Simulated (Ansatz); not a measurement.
# AgCl and the effect of spin-orbit coupling

It takes space group Fm-3m (No. 225, cubic). Conventional cell: a = 5.470 Å, b = 5.470 Å, c = 5.470 Å, α = 90.00°, β = 90.00°, γ = 90.00°. Ag (site symmetry m-3m) is surrounded by 6 Cl at 2.73 Å. Around Cl (site symmetry m-3m) lie 6 Ag at 2.73 Å.

Kept alike: task band structure; functional PBEsol; k mesh 8 × 8 × 8; occupations fermi-dirac, width 0.05 eV. Program: Ansatz, Ansatz PAW, cutoff 420 eV. The mesh is that of the run's cell of 2 atoms.

```csv
spin-orbit coupling,band gap (eV)
off,0.725
on,0.684
```

Gaps are the smaller of the mesh's and the band path's. All rows use potentials made for PBE.

Problem. What does spin-orbit coupling change here?

Solution. The band gap runs from 0.684 (on) to 0.725 eV (off). Spin-orbit coupling splits p and d bands at the edges, and the more so the heavier the atoms. Measured: 3.249 eV (a printed reference work); nearest off, 2.524 eV off. Semilocal gaps fall short of quasiparticle gaps.
